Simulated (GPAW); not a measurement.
# CdSe (Cadmoselite) (P6_3mc) in GPAW: single point with PBE

Aim: the single point of CdSe (Cadmoselite) with PBE.

Everything below comes from runs of GPAW 26.7.0. Logs are shortened: lines on timing, memory, paths and dates and some standing lists are left out, and cuts for length are marked. The log counts tension as positive stress, the text compression.

### 1 The undisturbed crystal

The structure is hexagonal, space group P6_3mc (No. 186). Conventional cell: a = 4.300 Å, b = 4.300 Å, c = 7.020 Å, α = 90.00°, β = 90.00°, γ = 120.00°. Around Cd (site symmetry 3m) lie 4 Se at 2.61 to 2.70 Å. Se (site symmetry 3m) has 4 Cd at 2.61 to 2.70 Å as nearest neighbours.

### 2 Single point, PBE (atoms moved at random, drawn with an rms of 0.05 Å)

The input, run.py:

```python
from ase.dft.bandgap import bandgap
from ase.io import read, write
from ase.units import GPa
from gpaw import GPAW, PW

atoms = read('POSCAR')

calc = GPAW(mode=PW(600),
            xc='PBE',
            kpts={'size': (7, 7, 4), 'gamma': True},
            occupations={'name': 'fermi-dirac', 'width': 0.05},
            nbands=31,
            convergence={'density': 1e-05, 'energy': 1e-05},
            maxiter=150,
            txt='gpaw.txt')
atoms.calc = calc
energy = atoms.get_potential_energy()
forces = atoms.get_forces()
stress = atoms.get_stress()
calc.write('gs.gpw')
write('result.traj', atoms)
print(f'Energy: {energy:.6f} eV')
print('Forces (eV/A):')
print(forces.round(4))
print('Stress (GPa):', (stress / GPa).round(3))
print('Fermi level:', round(calc.get_fermi_level(), 4), 'eV')
print(f'Gap: {bandgap(calc)[0]:.4f} eV, direct: {bandgap(calc, direct=True)[0]:.4f} eV')
```

The input, POSCAR:

```
CdSe
1.0
    4.3000000000      0.0000000000      0.0000000000
   -2.1500000000      3.7239092363      0.0000000000
    0.0000000000      0.0000000000      7.0200000000
Cd Se
2 2
Direct
    0.6672760000      0.3314140000      0.5001450000
    0.3390840000      0.6799250000      0.0004670000
    0.6741330000      0.3274550000      0.8799150000
    0.3272760000      0.6622990000      0.3841000000
```

Potentials or basis: GPAW PAW data sets (gpaw-data 1.2.1), pw.

Command:

```
OMP_NUM_THREADS=1 python run.py
```

gpaw.txt:

```text
__  _  _
 | _ |_)|_||  |
 |__||  | ||/\| - 26.7.0

Input parameters:
  mode=PW(ecut=600.0),
  convergence={'density': 1e-05, 'energy': 1e-05},
  kpts=MonkhorstPack(size=(7, 7, 4), gamma=True),
  maxiter=150,
  nbands=31,
  occupations=Occupations(name='fermi-dirac', width=0.05),
  xc=XC(name='PBE')

Diagonalizing LCAO Hamiltonian
Converting LCAO to pw mode

            Se

            Cd
        Se

        Cd

Atoms  # Å, Bohr magnetons
|   | symbol |         x |        y |        z |    initial magnetic moments |
|---|--------|-----------|----------|----------|-----------------------------|
| 0 |     Cd |  2.156747 | 1.234156 | 3.511018 | ( 0.0000,  0.0000,  0.0000) |
| 1 |     Cd | -0.003778 | 2.531979 | 0.003278 | ( 0.0000,  0.0000,  0.0000) |
| 2 |     Se |  2.194744 | 1.219413 | 6.177003 | ( 0.0000,  0.0000,  0.0000) |
| 3 |     Se | -0.016656 | 2.466341 | 2.696382 | ( 0.0000,  0.0000,  0.0000) |

Unit cell  # Å
| periodic |         x |        y |        z |  lengths |     angles |
|----------|-----------|----------|----------|----------|------------|
|      yes |  4.300000 | 0.000000 | 0.000000 | 4.300000 |  90.000000 |
|      yes | -2.150000 | 3.723909 | 0.000000 | 4.300000 |  90.000000 |
|      yes |  0.000000 | 0.000000 | 7.020000 | 7.020000 | 120.000000 |

Number of symmetries: 1
Symmetry operations  # r_c * U_cc + t_c -> r_c
|   | kind |            matrix            |
|---|------|------------------------------|
| 0 |  E   |  1, 0, 0,  0, 1, 0,  0, 0, 1 |

BZ-sampling:
  Number of BZ points: 196
  Number of IBZ points: 99

  Monkhorst-Pack size: [7, 7, 4]
  Monkhorst-Pack shift: [0.0, 0.0, 0.125]

K-points  # in reciprocal-cell coordinates
|     |                                coordinates |     weight |
|-----|--------------------------------------------|------------|
|   0 | (  0.00000000,   0.00000000,   0.00000000) | 0.00510204 |
|   1 | (  0.00000000,   0.00000000,   0.25000000) | 0.01020408 |
|   2 | (  0.00000000,   0.00000000,   0.50000000) | 0.00510204 |
|   3 | (  0.00000000,   0.14285714,  -0.25000000) | 0.01020408 |
|   4 | (  0.00000000,   0.14285714,   0.00000000) | 0.01020408 |
|   5 | (  0.00000000,   0.14285714,   0.25000000) | 0.01020408 |
|   6 | (  0.00000000,   0.14285714,   0.50000000) | 0.01020408 |
|   7 | (  0.00000000,   0.28571429,  -0.25000000) | 0.01020408 |
|   8 | (  0.00000000,   0.28571429,   0.00000000) | 0.01020408 |
|   9 | (  0.00000000,   0.28571429,   0.25000000) | 0.01020408 |
| ... |                                            |            |
|  98 | (  0.42857143,   0.42857143,   0.50000000) | 0.01020408 |

Plane wave coefficients: 3791
Cutoff: 600.0 eV

Spin-components: 1 (collinear spins)
Bands:           31
Projectors:      22
Spin-degeneracy: 2
Datatype:        complex128

Parallelization:
  kpt:    1
  domain: 1
  band:   1

Density:
  Valence electrons: 36.0
  Components: 1
  Grid points: [25 25 40]
  Charge: 0.0  # |e|

Potential:
  Grid points: [25 25 40]

species:
  Cd:
    name:    Cadmium
    Z:       48.0
    valence: 12
    core:    36
    charge:  0.0  # [|e|]
    compensation charges:
      type: gauss
      rc: 0.38  # [Å]
      lmax: 2
    cutoffs:
      filter: 2.12  # [Å]
      core: 2.62  # [Å]
    projectors
    | kind |    occ | energy [eV] | rcut [Å] |
    |------|--------|-------------|----------|
    |   5s |  2.000 |      -5.655 |    1.191 |
    |   5p |  0.000 |      -1.186 |    1.228 |
    |   4d | 10.000 |     -11.739 |    1.164 |
    |    s |        |      21.556 |    1.191 |
    |    p |        |      26.026 |    1.228 |
    |    d |        |      15.473 |    1.164 |

    Using partial waves for Cd as LCAO basis

  Se:
    name:    Selenium
    Z:       34.0
    valence: 6
    core:    28
    charge:  0.0  # [|e|]
    compensation charges:
      type: gauss
      rc: 0.27  # [Å]
      lmax: 2
    cutoffs:
      filter: 1.77  # [Å]
      core: 2.67  # [Å]
    projectors
    | kind |    occ | energy [eV] | rcut [Å] |
    |------|--------|-------------|----------|
    |   4s |  2.000 |     -17.277 |    0.847 |
    |   4p |  4.000 |      -6.512 |    1.005 |
    |    s |        |       9.935 |    0.847 |
    |    p |        |      20.699 |    1.005 |
    |    d |        |       0.000 |    0.847 |

    Using partial waves for Se as LCAO basis

Reference energy: -436553.300934  # eV

eigensolver:
  PPCG
  Converge bands: occupied
  niter=2

density mixing:
  MSR1-Mixer
  Pratt-step length: 0.05
  Maximum mixing coefficient: 0.75
  Old densities: 10
  SVD Regularization: 0.005
  Good broyden scale: 1.0
  Trust region scale: 1.0
  Backstep threshold: 4.0
  History deletion threshold: 6.0
  Fourier metric: weight=20.0, sigma=0.015

occupation numbers:
  Fermi-Dirac:
    width: 0.0500  # eV

poisson solver:
  ecut: 4800.0  # eV

xc functional:
  name: PBE with 2 nearest neighbor stencil

convergence criteria:
- Maximum integral of absolute [dens]ity change: 1e-05 electrons / valence electron
- Maximum [total energy] change in last 3 cyles: 1e-05 eV / valence electron
- Maximum integral of absolute [eigenst]ate change: 4e-08 eV^2 / valence electron
maximum number of iterations: 150

SCF iterations
|iter     | |      energy | eigst |  dens |
|---------|-|-------------|-------|-------|
|iter:   1| |  -12.003426 | -0.56 |       |
|iter:   2| |  -11.851261 | -2.49 | -1.17 |
|iter:   3| |  -11.304273 | -1.51 | -1.22 |
|iter:   4| |  -11.302012 | -3.29 | -1.79 |
|iter:   5| |  -11.301425 | -3.74 | -2.24 |
|iter:   6| |  -11.301486 | -5.10 | -2.93 |
|iter:   7| |  -11.301482c| -5.94 | -3.44 |
|iter:   8| |  -11.301484c| -7.02 | -3.71 |
|iter:   9| |  -11.301484c| -7.55c| -4.80 |
|iter:  10| |  -11.301484c| -7.97c| -5.22c|

Converged in 10 steps
Energy contributions relative to reference atoms: (reference = -436553.300934)

Energy contributions:
  Kinetic:          41.263301
  Coulomb:         -37.135472
  Zero:              0.100766
  External:          0.000000
  Xc:              -15.530071
  Entropy:          -0.000017
  Spinorbit:         0.000000
  ----------------------------
  Free energy:     -11.301493
  Extrapolated:    -11.301484

dipole moment: (0.069391, 0.025510, -18.741865)  # |e|*Ang

Fermi level: 4.011
Eigenvalues  # (at kpt = [0.000, 0.000, 0.000])
| band index |      eig [eV] | occ [0-2] |
|------------|---------------|-----------|
|          0 |        -8.970 |     2.000 |
|        ... |               |           |
|         10 |        -3.836 |     2.000 |
|         11 |        -3.559 |     2.000 |
|         12 |        -0.667 |     2.000 |
|         13 |         2.829 |     2.000 |
|         14 |         2.957 |     2.000 |
|         15 |         3.600 |     1.999 |
[... 8 lines left out ...]
|         24 |        10.756 |     0.000 |
|         25 |        11.333 |     0.000 |
|        ... |               |           |
|         30 |        14.570 |     0.000 |

Gap: 0.666 eV
Transition (v -> c):
  (s=0, k=0, n=17, [0.00, 0.00, 0.00]) -> (s=0, k=0, n=18, [0.00, 0.00, 0.00])
No difference between direct/indirect transitions

Forces  # eV/Ang
|        x |        y |        z |
|----------|----------|----------|
| -0.13216 | -0.06303 |  0.17135 |  # Cd   0
|  0.20246 | -0.40334 |  0.24907 |  # Cd   1
| -0.23087 |  0.40707 | -0.10132 |  # Se   2
|  0.16051 |  0.05942 | -0.31932 |  # Se   3

Stress tensor  # eV/Ang^3
|         x |         y |         z |
|-----------|-----------|-----------|
| -0.017148 | -0.004335 | -0.000484 |
| -0.004335 | -0.024178 |  0.003125 |
| -0.000484 |  0.003125 | -0.011796 |

# Writing to gs.gpw (mode='')
```

It took 3 min on 1 thread of Arm Neoverse V1, shared host; peak memory 0.43 GiB.

What came out:

```yaml
Free_energy: -11.3015 eV
Pressure: 2.8 GPa
Largest_force: 0.515 eV/Å
Band_gap_on_the_k_mesh: 0.67 eV, direct
```

Forces on the atoms (eV/Å):
```
Cd  -0.132 -0.063  0.171
Cd   0.202 -0.403  0.249
Se  -0.231  0.407 -0.101
Se   0.161  0.059 -0.319
```

Levels at points of the mesh, in eV from the valence-band top:
```csv
k point,band 16,band 17,band 18,band 19,band 20,band 21
"(0.00, 0.00, 0.00)",-0.05,-0.03,0.00,0.67,2.13,5.79
"(0.00, 0.00, 0.50)",-0.44,-0.39,-0.31,2.30,2.35,5.70
```
